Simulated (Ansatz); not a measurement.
The system is Si.

```xyz
1
Lattice="-1.6322 1.6888 1.1667 1.7308 -1.6933 1.2937 1.6246 1.6857 -1.1723" Properties=species:S:1:pos:R:3 pbc="T T T"
Si    0.0000    0.0000    0.0000
```

This isn't the form of Si at room conditions, which is diamond.

The cell isn't the ideal one: cell sheared at random, sigma 0.06, atoms nudged by 0.01 Å.

* Program: Ansatz 0.2.0
* Task: relaxation of cell and atoms
* Functional: HSEsol
* Potentials or basis: Ansatz PAW
* Cutoff: 420 eV (not typed: the program's choice for these potentials)
* k mesh: 7 × 7 × 6
* Occupations: fermi-dirac, width 0.05 eV
* Spin: no spin polarisation

At the start: volume 13.91 Å³/atom.

How do energy, volume and symmetry change on relaxing?

It ends after 16 steps and the volume is 14.15 Å³/atom (+1.8 %); space group P-1 (No. 2, to 0.05 Å).

The path:
```csv
step,energy change (eV),largest force (eV/Å),volume (Å³)
1,0.0000,0.0000,13.91
2,-0.0447,0.0000,13.92
3,-0.0506,0.0000,14.05
4,-0.0569,0.0000,14.28
5,-0.0586,0.0000,14.28
6,-0.0593,0.0000,14.22
7,-0.0604,0.0000,14.09
8,-0.0613,0.0000,14.06
9,-0.0620,0.0000,14.12
10,-0.0624,0.0000,14.14
11,-0.0624,0.0000,14.15
12,-0.0624,0.0000,14.16
13,-0.0624,0.0000,14.15
14,-0.0626,0.0000,14.15
15,-0.0626,0.0000,14.15
16,-0.0626,0.0000,14.15
```

Final structure:
```xyz
1
Lattice="-1.6006 1.6632 1.2022 1.7616 -1.6547 1.4043 1.5624 1.6176 -1.1893" Properties=species:S:1:pos:R:3 pbc="T T T"
Si    0.0000    0.0000    0.0000
```

Caveat: the k mesh is coarse (spacing up to 0.45 Å⁻¹), so the values aren't converged, least of all with exact exchange; the plane-wave basis is chosen anew once the cell has moved, so the energies of steps on either side of that aren't comparable; the PAW data sets come from PBE, with cores solved anew for the run's functional, which leaves a small shift of forces and pressure.
